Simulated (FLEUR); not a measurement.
# MgSe (Fm-3m) in FLEUR: notebook

One crystal, MgSe, is run at these levels: r2SCAN; tasks: equation of state.

Program: FLEUR MaX-R8.1 (later development tree). These are calculated values, not measurements. Logs are shortened: lines on timing, memory, paths and dates and some standing lists are left out, and cuts for length are marked.

### 1 The structure

Symmetry: Fm-3m, No. 225, cubic system. The conventional cell has a = 5.451 Å, b = 5.451 Å, c = 5.451 Å, α = 90.00°, β = 90.00°, γ = 90.00°. Se (site symmetry m-3m) has 6 Mg at 2.73 Å as nearest neighbours. Around Mg (site symmetry m-3m) lie 6 Se at 2.73 Å.

### 2 Equation of state, r2SCAN, 19.03 Å³/atom (volume scaled by 0.94)

Contents of inp.xml:

```xml
<?xml version="1.0" encoding="UTF-8" standalone="no"?>
<fleurInput fleurInputVersion="0.39">
   <comment>
      MgSe                                                                                                
   </comment>
   <calculationSetup>
      <cutoffs Kmax="4.52" Gmax="14.0" GmaxXC="14.0" numbands="0"/>
      <scfLoop itmax="80" minDistance="0.0001" maxIterBroyd="30" imix="Anderson" alpha="0.05" precondParam="0.0" spinf="2.0" sdNocoIR="T"/>
      <coreElectrons ctail="F" frcor="F" kcrel="0" coretail_lmax="0"/>
      <xcFunctional name="LibXC" relativisticCorrections="F">
         <LibXCName exchange="mgga_x_r2scan" correlation="mgga_c_r2scan"/>
         <AuxGGA exchange="117" correlation="130"/>
      </xcFunctional>
      <magnetism jspins="1"/>
      <soc l_soc="F" theta="0.0" phi="0.0" spav="F"/>
      <expertModes spex="0" secvar="F"/>
      <geometryOptimization l_f="F" forcealpha="1.0" forcemix="BFGS" epsdisp="0.00001" epsforce="0.00001"/>
      <ldaU l_linMix="F" mixParam="0.05" spinf="1.0"/>
   </calculationSetup>
   <cell>
      <bzIntegration valenceElectrons="26.0" mode="hist" fermiSmearingEnergy="0.00183747">
         <kPointListSelection listName="default-1"/>
         <!-- k-points included here -->
         <xi:include xmlns:xi="http://www.w3.org/2001/XInclude" href="kpts.xml"> </xi:include>
      </bzIntegration>
      <!-- symmetry operations included here -->
      <xi:include xmlns:xi="http://www.w3.org/2001/XInclude" href="sym.xml"> </xi:include>
      <bulkLattice scale="0.9795861087">
         <bravaisMatrix>
            <row-1>    0.0000000000000000     5.1504485525972994     5.1504485525972994</row-1>
            <row-2>    5.1504485525972994     0.0000000000000000     5.1504485525972994</row-2>
            <row-3>    5.1504485525972994     5.1504485525972994     0.0000000000000000</row-3>
         </bravaisMatrix>
      </bulkLattice>
   </cell>
   <atomSpecies>
      <species name="Selenium (Se)" element="Se" atomicNumber="34">
         <mtSphere radius="2.46" gridPoints="837" logIncrement="0.015"/>
         <atomicCutoffs lmax="10" lnonsphr="10"/>
         <electronConfig flipSpins="F">
            <coreConfig>(1s1/2) (2s1/2) (2p1/2) (2p3/2) (3s1/2) (3p1/2) (3p3/2)</coreConfig>
            <valenceConfig>(3d3/2) (3d5/2) (4s1/2) (4p1/2) (4p3/2)</valenceConfig>
            <stateOccupation state="(4p1/2)" spinUp="0.666667" spinDown="0.666667"/>
            <stateOccupation state="(4p3/2)" spinUp="1.333333" spinDown="1.333333"/>
         </electronConfig>
         <energyParameters s="4" p="4" d="4" f="4"/>
         <lo type="SCLO" l="2" n="3" eDeriv="0"/>
         <lo type="SCLO" l="0" n="4" eDeriv="2"/>
         <lo type="SCLO" l="1" n="4" eDeriv="2"/>
         <lo type="SCLO" l="3" n="4" eDeriv="2"/>
      </species>
      <species name="Magnesium (Mg)" element="Mg" atomicNumber="12">
         <mtSphere radius="2.17" gridPoints="741" logIncrement="0.015"/>
         <atomicCutoffs lmax="9" lnonsphr="9"/>
         <electronConfig flipSpins="F">
            <coreConfig>(1s1/2)</coreConfig>
            <valenceConfig>(2s1/2) (2p1/2) (2p3/2) (3s1/2)</valenceConfig>
         </electronConfig>
         <energyParameters s="3" p="2" d="3" f="4"/>
         <lo type="SCLO" l="0" n="2" eDeriv="0"/>
         <lo type="HELO" l="1" n="3" eDeriv="0"/>
         <lo type="HELO" l="1" n="3" eDeriv="1"/>
         <lo type="SCLO" l="2" n="3" eDeriv="2"/>
         <lo type="SCLO" l="3" n="4" eDeriv="2"/>
      </species>
   </atomSpecies>
   <atomGroups>
      <atomGroup species="Selenium (Se)">
         <relPos label="                   1">1.000/2.000 1.000/2.000 1.000/2.000</relPos>
         <force calculate="T" relaxXYZ="TTT"/>
      </atomGroup>
      <atomGroup species="Magnesium (Mg)">
         <relPos label="                   2">.0000000000 .0000000000 .0000000000</relPos>
         <force calculate="T" relaxXYZ="TTT"/>
      </atomGroup>
   </atomGroups>
   <output dos="F" band="F" slice="F">
      <checks vchk="F" cdinf="F"/>
      <bandDOS minEnergy="-.5*Htr" maxEnergy="0.5*Htr" sigma="0.015" storeEVData="T"/>
      <vacuumDOS vacdos="F" integ="F" star="F" nstars="0" locx1="0.0" locy1="0.0" locx2="0.0" locy2="0.0" nstm="0" tworkf="0.0"/>
      <unfoldingBand unfoldBand="F" supercellX="1" supercellY="1" supercellZ="1"/>
      <plotting iplot="0" polar="F">
         <plot TwoD="T" vec1="  1.0  0.0  0.0" vec2="  0.0  1.0  0.0" vec3="  0.0  0.0  1.0" zero="  0.0  0.0  0.0" file="plot"/>
      </plotting>
      <chargeDensitySlicing numkpt="0" minEigenval="0.0" maxEigenval="0.0" nnne="0" pallst="F"/>
      <specialOutput eonly="F"/>
      <moessbauerParams electricFieldGradient="T" isomerShift="T" coreHyperfine="T" valenceHyperfine="T"/>
      <magneticCircularDichroism mcd="F" energyLo="-10.0" energyUp="0.0"/>
   </output>
  <!-- We include the file relax.xml here to enable relaxations (see documentation) -->
  <xi:include xmlns:xi="http://www.w3.org/2001/XInclude" href="relax.xml"> <xi:fallback/> </xi:include>
</fleurInput>
```

Potentials or basis: all-electron, FLAPW.

Started as:

```sh
> inpgen -f crystal.txt -profile fastHighL
> # inp.xml edited to the form shown
> fleur_MPI
```

What it wrote:

```text
Welcome to FLEUR        (www.flapw.de)
      MaX-Release 8.1          (www.max-centre.eu)
 func_ids         498         497         498         497
 MetaGGA potential functional detected - V_tau will be computed
 Auxiliary Potential for radial basis: exchange=         117  correlation=         130
The functional 'Re-regularized SCAN exchange by Furness et al' is an exchange functional, it belongs to the 'MGGA' family and is defined in the reference(s):
[1] J. W. Furness, A. D. Kaplan, J. Ning, J. P. Perdew, and J. Sun.,  J. Phys. Chem. Lett. 11, 8208-8215 (2020)
[2] J. W. Furness, A. D. Kaplan, J. Ning, J. P. Perdew, and J. Sun.,  J. Phys. Chem. Lett. 11, 9248-9248 (2020)
The functional 'Re-regularized SCAN correlation by Furness et al' is a correlation functional, it belongs to the 'MGGA' family and is defined in the reference(s):
[1] J. W. Furness, A. D. Kaplan, J. Ning, J. P. Perdew, and J. Sun.,  J. Phys. Chem. Lett. 11, 8208-8215 (2020)
[2] J. W. Furness, A. D. Kaplan, J. Ning, J. P. Perdew, and J. Sun.,  J. Phys. Chem. Lett. 11, 9248-9248 (2020)
 Using same functional for VXC and EXC

 ========== k-point set info ==========
 Selected k-point list: default-1
 k-point list type: mesh
 8 x 8 x 8
 Number of k points: 29

 ------------Calculation Setup---------------------------
 Number of MPI-tasks      :            1
 Number of PE/node        :            1
 Number of OMP-threads    :            1
 Most efficient MPI parallelization for:
           1          29
 Additional eigenvalue parallelization possible
 Number of basis functions:          485
 Approximate size of matrices (H+S) per k-point:         0.004 GB
 --------------------------------------------------------
The functional 'Hammer, Hansen, and Norskov' is an exchange functional, it belongs to the 'GGA' family and is defined in the reference(s):
[1] B. Hammer, L. B. Hansen, and J. K. Nørskov.,  Phys. Rev. B 59, 7413 (1999)
The functional 'Perdew, Burke & Ernzerhof' is a correlation functional, it belongs to the 'GGA' family and is defined in the reference(s):
[1] J. P. Perdew, K. Burke, and M. Ernzerhof.,  Phys. Rev. Lett. 77, 3865 (1996)
[2] J. P. Perdew, K. Burke, and M. Ernzerhof.,  Phys. Rev. Lett. 78, 1396 (1997)
 Using same functional for VXC and EXC
 Using auxiliary GGA potential for the first iteration of MetaGGA calculation.
 Reset of history
 Reset of history
 Iteration:     1   Distance:      18.10284337 me/bohr^3
The functional 'Hammer, Hansen, and Norskov' is an exchange functional, it belongs to the 'GGA' family and is defined in the reference(s):
[1] B. Hammer, L. B. Hansen, and J. K. Nørskov.,  Phys. Rev. B 59, 7413 (1999)
The functional 'Perdew, Burke & Ernzerhof' is a correlation functional, it belongs to the 'GGA' family and is defined in the reference(s):
[1] J. P. Perdew, K. Burke, and M. Ernzerhof.,  Phys. Rev. Lett. 77, 3865 (1996)
[2] J. P. Perdew, K. Burke, and M. Ernzerhof.,  Phys. Rev. Lett. 78, 1396 (1997)
 Using same functional for VXC and EXC
 Iteration:     2   Distance:      17.30660426 me/bohr^3
The functional 'Hammer, Hansen, and Norskov' is an exchange functional, it belongs to the 'GGA' family and is defined in the reference(s):
[1] B. Hammer, L. B. Hansen, and J. K. Nørskov.,  Phys. Rev. B 59, 7413 (1999)
The functional 'Perdew, Burke & Ernzerhof' is a correlation functional, it belongs to the 'GGA' family and is defined in the reference(s):
[1] J. P. Perdew, K. Burke, and M. Ernzerhof.,  Phys. Rev. Lett. 77, 3865 (1996)
[2] J. P. Perdew, K. Burke, and M. Ernzerhof.,  Phys. Rev. Lett. 78, 1396 (1997)
 Using same functional for VXC and EXC
 Iteration:     3   Distance:      16.31927400 me/bohr^3
The functional 'Hammer, Hansen, and Norskov' is an exchange functional, it belongs to the 'GGA' family and is defined in the reference(s):
[1] B. Hammer, L. B. Hansen, and J. K. Nørskov.,  Phys. Rev. B 59, 7413 (1999)
The functional 'Perdew, Burke & Ernzerhof' is a correlation functional, it belongs to the 'GGA' family and is defined in the reference(s):
[1] J. P. Perdew, K. Burke, and M. Ernzerhof.,  Phys. Rev. Lett. 77, 3865 (1996)
[2] J. P. Perdew, K. Burke, and M. Ernzerhof.,  Phys. Rev. Lett. 78, 1396 (1997)
 Using same functional for VXC and EXC
 Iteration:     4   Distance:       4.88817210 me/bohr^3
The functional 'Hammer, Hansen, and Norskov' is an exchange functional, it belongs to the 'GGA' family and is defined in the reference(s):
[1] B. Hammer, L. B. Hansen, and J. K. Nørskov.,  Phys. Rev. B 59, 7413 (1999)
The functional 'Perdew, Burke & Ernzerhof' is a correlation functional, it belongs to the 'GGA' family and is defined in the reference(s):
[1] J. P. Perdew, K. Burke, and M. Ernzerhof.,  Phys. Rev. Lett. 77, 3865 (1996)
[2] J. P. Perdew, K. Burke, and M. Ernzerhof.,  Phys. Rev. Lett. 78, 1396 (1997)
 Using same functional for VXC and EXC
 Iteration:     5   Distance:       1.18077160 me/bohr^3
The functional 'Hammer, Hansen, and Norskov' is an exchange functional, it belongs to the 'GGA' family and is defined in the reference(s):
[1] B. Hammer, L. B. Hansen, and J. K. Nørskov.,  Phys. Rev. B 59, 7413 (1999)
The functional 'Perdew, Burke & Ernzerhof' is a correlation functional, it belongs to the 'GGA' family and is defined in the reference(s):
[1] J. P. Perdew, K. Burke, and M. Ernzerhof.,  Phys. Rev. Lett. 77, 3865 (1996)
[2] J. P. Perdew, K. Burke, and M. Ernzerhof.,  Phys. Rev. Lett. 78, 1396 (1997)
 Using same functional for VXC and EXC
 Iteration:     6   Distance:       1.00225252 me/bohr^3
The functional 'Hammer, Hansen, and Norskov' is an exchange functional, it belongs to the 'GGA' family and is defined in the reference(s):
[1] B. Hammer, L. B. Hansen, and J. K. Nørskov.,  Phys. Rev. B 59, 7413 (1999)
The functional 'Perdew, Burke & Ernzerhof' is a correlation functional, it belongs to the 'GGA' family and is defined in the reference(s):
[1] J. P. Perdew, K. Burke, and M. Ernzerhof.,  Phys. Rev. Lett. 77, 3865 (1996)
[2] J. P. Perdew, K. Burke, and M. Ernzerhof.,  Phys. Rev. Lett. 78, 1396 (1997)
 Using same functional for VXC and EXC
 Iteration:     7   Distance:       0.17410558 me/bohr^3
The functional 'Hammer, Hansen, and Norskov' is an exchange functional, it belongs to the 'GGA' family and is defined in the reference(s):
[1] B. Hammer, L. B. Hansen, and J. K. Nørskov.,  Phys. Rev. B 59, 7413 (1999)
The functional 'Perdew, Burke & Ernzerhof' is a correlation functional, it belongs to the 'GGA' family and is defined in the reference(s):
[1] J. P. Perdew, K. Burke, and M. Ernzerhof.,  Phys. Rev. Lett. 77, 3865 (1996)
[2] J. P. Perdew, K. Burke, and M. Ernzerhof.,  Phys. Rev. Lett. 78, 1396 (1997)
 Using same functional for VXC and EXC
 Iteration:     8   Distance:       0.12656925 me/bohr^3
The functional 'Hammer, Hansen, and Norskov' is an exchange functional, it belongs to the 'GGA' family and is defined in the reference(s):
[1] B. Hammer, L. B. Hansen, and J. K. Nørskov.,  Phys. Rev. B 59, 7413 (1999)
The functional 'Perdew, Burke & Ernzerhof' is a correlation functional, it belongs to the 'GGA' family and is defined in the reference(s):
[1] J. P. Perdew, K. Burke, and M. Ernzerhof.,  Phys. Rev. Lett. 77, 3865 (1996)
[2] J. P. Perdew, K. Burke, and M. Ernzerhof.,  Phys. Rev. Lett. 78, 1396 (1997)
 Using same functional for VXC and EXC
 Iteration:     9   Distance:       0.02625815 me/bohr^3
The functional 'Hammer, Hansen, and Norskov' is an exchange functional, it belongs to the 'GGA' family and is defined in the reference(s):
[1] B. Hammer, L. B. Hansen, and J. K. Nørskov.,  Phys. Rev. B 59, 7413 (1999)
The functional 'Perdew, Burke & Ernzerhof' is a correlation functional, it belongs to the 'GGA' family and is defined in the reference(s):
[1] J. P. Perdew, K. Burke, and M. Ernzerhof.,  Phys. Rev. Lett. 77, 3865 (1996)
[2] J. P. Perdew, K. Burke, and M. Ernzerhof.,  Phys. Rev. Lett. 78, 1396 (1997)
 Using same functional for VXC and EXC
 Iteration:    10   Distance:       0.01463886 me/bohr^3
The functional 'Hammer, Hansen, and Norskov' is an exchange functional, it belongs to the 'GGA' family and is defined in the reference(s):
[1] B. Hammer, L. B. Hansen, and J. K. Nørskov.,  Phys. Rev. B 59, 7413 (1999)
The functional 'Perdew, Burke & Ernzerhof' is a correlation functional, it belongs to the 'GGA' family and is defined in the reference(s):
[1] J. P. Perdew, K. Burke, and M. Ernzerhof.,  Phys. Rev. Lett. 77, 3865 (1996)
[2] J. P. Perdew, K. Burke, and M. Ernzerhof.,  Phys. Rev. Lett. 78, 1396 (1997)
 Using same functional for VXC and EXC
 Iteration:    11   Distance:       0.00471075 me/bohr^3
The functional 'Hammer, Hansen, and Norskov' is an exchange functional, it belongs to the 'GGA' family and is defined in the reference(s):
[1] B. Hammer, L. B. Hansen, and J. K. Nørskov.,  Phys. Rev. B 59, 7413 (1999)
The functional 'Perdew, Burke & Ernzerhof' is a correlation functional, it belongs to the 'GGA' family and is defined in the reference(s):
[1] J. P. Perdew, K. Burke, and M. Ernzerhof.,  Phys. Rev. Lett. 77, 3865 (1996)
[2] J. P. Perdew, K. Burke, and M. Ernzerhof.,  Phys. Rev. Lett. 78, 1396 (1997)
 Using same functional for VXC and EXC
 Iteration:    12   Distance:       0.00032922 me/bohr^3
The functional 'Hammer, Hansen, and Norskov' is an exchange functional, it belongs to the 'GGA' family and is defined in the reference(s):
[1] B. Hammer, L. B. Hansen, and J. K. Nørskov.,  Phys. Rev. B 59, 7413 (1999)
The functional 'Perdew, Burke & Ernzerhof' is a correlation functional, it belongs to the 'GGA' family and is defined in the reference(s):
[1] J. P. Perdew, K. Burke, and M. Ernzerhof.,  Phys. Rev. Lett. 77, 3865 (1996)
[2] J. P. Perdew, K. Burke, and M. Ernzerhof.,  Phys. Rev. Lett. 78, 1396 (1997)
 Using same functional for VXC and EXC
 Iteration:    13   Distance:       0.00030448 me/bohr^3
The functional 'Hammer, Hansen, and Norskov' is an exchange functional, it belongs to the 'GGA' family and is defined in the reference(s):
[1] B. Hammer, L. B. Hansen, and J. K. Nørskov.,  Phys. Rev. B 59, 7413 (1999)
The functional 'Perdew, Burke & Ernzerhof' is a correlation functional, it belongs to the 'GGA' family and is defined in the reference(s):
[1] J. P. Perdew, K. Burke, and M. Ernzerhof.,  Phys. Rev. Lett. 77, 3865 (1996)
[2] J. P. Perdew, K. Burke, and M. Ernzerhof.,  Phys. Rev. Lett. 78, 1396 (1997)
 Using same functional for VXC and EXC
 Iteration:    14   Distance:       0.00002643 me/bohr^3

 ********************************************************************
 Run finished successfully
 Stop message:
   all done
 ********************************************************************
```

Run time: 39 s. Hardware: 1 thread of Arm Neoverse V2, shared host; peak memory 0.08 GiB.

What came out:

```yaml
Free_energy: -71592.5261 eV
Band_gap_on_the_k_mesh: 2.60 eV, indirect (least direct gap 3.98 eV)
Valence_electrons_inside_the_program's_atomic_spheres: Se 14.92; Mg 8.41 (radii Se 2.46, Mg 2.17 bohr)
```

Caveat: the meta-GGA is that of a development version, with a GGA for the radial functions and cores and without core tails.

### 3 Equation of state, r2SCAN, 19.44 Å³/atom (volume scaled by 0.96)

inp.xml: that of step 2 with these lines changed.

```diff
@@ -27,3 +27,3 @@
       <xi:include xmlns:xi="http://www.w3.org/2001/XInclude" href="sym.xml"> </xi:include>
-      <bulkLattice scale="0.9795861087">
+      <bulkLattice scale="0.9864848297">
          <bravaisMatrix>
```

Potentials or basis: all-electron, FLAPW.

Started as:

```sh
> inpgen -f crystal.txt -profile fastHighL
> # inp.xml edited to the form shown
> fleur_MPI
```

Run time: 40 s. Hardware: 1 thread of Arm Neoverse V2, shared host; peak memory 0.08 GiB.

Results (log left out):

- Free energy: -71592.5503 eV
- Band gap on the k mesh: 2.56 eV, indirect (least direct gap 3.81 eV)
- Valence electrons inside the program's atomic spheres: Se 14.90; Mg 8.40 (radii Se 2.46, Mg 2.17 bohr)

Caveat: the meta-GGA is that of a development version, with a GGA for the radial functions and cores and without core tails.

### 4 Equation of state, r2SCAN, 20.25 Å³/atom

inp.xml: that of step 3 with these lines changed.

```diff
@@ -27,3 +27,3 @@
       <xi:include xmlns:xi="http://www.w3.org/2001/XInclude" href="sym.xml"> </xi:include>
-      <bulkLattice scale="0.9864848297">
+      <bulkLattice scale="1.0000000000">
          <bravaisMatrix>
```

Started as:

```sh
> inpgen -f crystal.txt -profile fastHighL
> # inp.xml edited to the form shown
> fleur_MPI
```

Wall time 43 s (1 thread of Arm Neoverse V2, shared host); peak memory 0.08 GiB.

Results (log left out):

```yaml
Free_energy: -71592.5738 eV
Band_gap_on_the_k_mesh: 2.49 eV, indirect (least direct gap 3.51 eV)
Valence_electrons_inside_the_program's_atomic_spheres: Se 14.87; Mg 8.38 (radii Se 2.46, Mg 2.17 bohr)
```

Caveat: the meta-GGA is that of a development version, with a GGA for the radial functions and cores and without core tails.

### 5 Equation of state, r2SCAN, 21.06 Å³/atom (volume scaled by 1.04)

inp.xml: that of step 4 with these lines changed.

```diff
@@ -27,3 +27,3 @@
       <xi:include xmlns:xi="http://www.w3.org/2001/XInclude" href="sym.xml"> </xi:include>
-      <bulkLattice scale="1.0000000000">
+      <bulkLattice scale="1.0131594038">
          <bravaisMatrix>
```

Started as:

```sh
> inpgen -f crystal.txt -profile fastHighL
> # inp.xml edited to the form shown
> fleur_MPI
```

Wall time 48 s (1 thread of Arm Neoverse V2, shared host); peak memory 0.09 GiB.

It converged, with:

```yaml
Free_energy: -71592.5689 eV
Band_gap_on_the_k_mesh: 2.43 eV, indirect (least direct gap 3.24 eV)
Valence_electrons_inside_the_program's_atomic_spheres: Se 14.83; Mg 8.35 (radii Se 2.46, Mg 2.17 bohr)
```

Caveat: the meta-GGA is that of a development version, with a GGA for the radial functions and cores and without core tails.

### 6 Equation of state, r2SCAN, 21.46 Å³/atom (volume scaled by 1.06)

inp.xml: that of step 5 with these lines changed.

```diff
@@ -27,3 +27,3 @@
       <xi:include xmlns:xi="http://www.w3.org/2001/XInclude" href="sym.xml"> </xi:include>
-      <bulkLattice scale="1.0131594038">
+      <bulkLattice scale="1.0196128224">
          <bravaisMatrix>
```

Potentials or basis: all-electron, FLAPW.

Started as:

```sh
> inpgen -f crystal.txt -profile fastHighL
> # inp.xml edited to the form shown
> fleur_MPI
```

Wall time 46 s (1 thread of Arm Neoverse V2, shared host); peak memory 0.09 GiB.

It converged, with:

- Free energy: -71592.5576 eV
- Band gap on the k mesh: 2.40 eV, indirect (least direct gap 3.11 eV)
- Valence electrons inside the program's atomic spheres: Se 14.82; Mg 8.34 (radii Se 2.46, Mg 2.17 bohr)

Caveat: the meta-GGA is that of a development version, with a GGA for the radial functions and cores and without core tails.

### 7 Equation of state, r2SCAN

No new run: the results of the series are fitted here.

Results:

| Item | Value |
| --- | --- |
| Equilibrium volume | 20.49 Å³/atom |
| Bulk modulus | 66 GPa |

Energy against volume, from the lowest point:
```
volume (Å³/atom)  energy (meV/atom)
          19.031              23.83
          19.436              11.72
          20.246               0.00
          21.056               2.42
          21.461               8.08
```

Caveat: the meta-GGA is that of a development version, with a GGA for the radial functions and cores and without core tails.
